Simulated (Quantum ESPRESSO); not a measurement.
## Nb under changes of volume

One of the cells (18.428 Å³/atom); the others are scaled copies at fixed shape and fractional positions:

```
Nb
1.0
    -1.66395    1.66395    1.66395
     1.66395   -1.66395    1.66395
     1.66395    1.66395   -1.66395
Nb
1
Direct
  0.00000 0.00000 0.00000
```

| Item | Value |
| --- | --- |
| Program | Quantum ESPRESSO 7.5 |
| Functional | r2SCAN |
| Potentials or basis | SG15 PBE 1.2 |
| Cutoff | 952 eV |
| Density cutoff | 3810 eV |
| k mesh | 8 × 8 × 8 |
| Occupations | fermi-dirac, width 0.05 eV |
| Spin | no spin polarisation |

```csv
volume (Å³/atom),energy over the lowest point (meV/atom),pressure (GPa)
17.322,?,?
17.691,4.66,3.5
18.060,0.00,-0.5
18.428,4.15,-4.1
18.797,16.31,-7.4
19.165,35.75,-10.4
19.534,61.87,-13.1
```

Problem. What does the run at 17.322 Å³/atom give?

Solution. Energy over the lowest point 18.96 meV/atom; pressure 7.9 GPa.

Worked out: A Birch-Murnaghan fit of order 3 (a polynomial in V^(-2/3)) to the other rows has its minimum at 18.06 Å³/atom with B0 = V·E''(V) = 187 GPa and B' = 3.6. It gives 19.02 meV/atom at 17.322 Å³/atom, against the run's 18.96, and -dE/dV = 8.5 GPa, against 7.9.

Energies are extrapolated to zero smearing.

Caveats: the potentials were made for another functional, which shifts forces and pressure.
